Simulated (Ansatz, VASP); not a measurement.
## GaAs: VASP beside Ansatz

```
Ga As
1.0
     0.00000    2.76226    2.76226
     2.76226    0.00000    2.76226
     2.76226    2.76226    0.00000
Ga As
1 1
Direct
  0.00000 0.00000 0.00000
  0.25000 0.25000 0.25000
```

Change from the starting cell: hydrostatic strain -2.5%.

Alike in both runs: task single point; functional r2SCAN; k mesh 8 × 8 × 8; no spin polarisation.

```csv
,VASP,Ansatz
version,VASP 6.6.1,Ansatz 0.2.0
potentials or method,"VASP PAW PBE potentials, release 64 (Ga_d, As)","plane waves, PAW"
plane-wave cutoff (eV),520,500
occupations,"gaussian, width 0.01 eV",fixed
valence electrons in the cell,18,28
```

```csv
,VASP,Ansatz,Ansatz less VASP
gap on the k mesh at the Fermi level (eV),1.57,1.59,+0.020
pressure (GPa),6.7,6.6,-0.14
```

The two sets of potentials don't hold the same shells in valence.

Caveats: the PAW data sets were made with another functional, which shifts forces and pressure a little (VASP). A k mesh can miss the band edges.
